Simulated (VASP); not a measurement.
Write the native input for VASP 6.6.1 that does the following.

* Task: single point
* Functional: PBE
* Dispersion: D3(BJ)
* Potentials or basis: VASP PAW PBE potentials, release 64 (Te, Pt)
* Cutoff: 520 eV
* k mesh: 12 × 12 × 1
* Occupations: methfessel-paxton, width 0.1 eV
* Spin: no spin polarisation
* Dipole correction: yes
* Further INCAR settings: ALGO = Fast; EDIFF = 1e-07

The structure of Te2Pt lies in POSCAR:

```
Te2Pt
1.0
    4.0477877900      0.0000000000      0.0000000000
   -2.0238941000      3.5054871800      0.0000000000
    0.0000000000      0.0000000000     27.9219821200
Te Pt
6 3
Direct
    0.6666670000      0.3333340000      0.2686055700
    0.3333330000      0.6666660000      0.3660464400
    0.6666670000      0.3333340000      0.4512795700
    0.3333330000      0.6666660000      0.5487204300
    0.6666670000      0.3333340000      0.6339535600
    0.3333330000      0.6666660000      0.7313944300
    0.0000000000      0.0000000000      0.3173260100
    0.0000000000      0.0000000000      0.5000000000
    0.0000000000      0.0000000000      0.6826739900
```

These files were run (other wordings do the same):

INCAR

```
PREC = Accurate
ENCUT = 520
EDIFF = 1E-7
ISMEAR = 1
SIGMA = 0.1
LREAL = False
LASPH = True
NELM = 80
ALGO = Fast
ISIF = 2
LWAVE = False
LCHARG = False
LDIPOL = True
IDIPOL = 3
DIPOL = 0.5 0.5 0.500
GGA = PE
IVDW = 12
LVHAR = True
LVACPOTAV = True
ICORELEVEL = 1
KPAR = 4
```

KPOINTS

```
regular mesh
0
Gamma
  12 12 1
```

Potentials or basis: VASP PAW PBE potentials, release 64 (Te, Pt).

Command:

```console
$ cat potpaw_PBE.64/Te/POTCAR potpaw_PBE.64/Pt/POTCAR > POTCAR
$ mpirun -np 4 vasp_std > vasp.out
```

It gave:

The largest force is 0.269 eV/Å. The band gap on the k mesh is none (metal or under the smearing width). The dispersion energy per atom is -0.485 eV. The work function of the upper face is 4.35 eV. The work function of the lower face is 4.35 eV.

Wall time 100 s on 4 MPI ranks on Intel(R) Xeon(R) 6975P-C (Granite Rapids), with other jobs on the host, peak memory 0.58 GiB a rank.
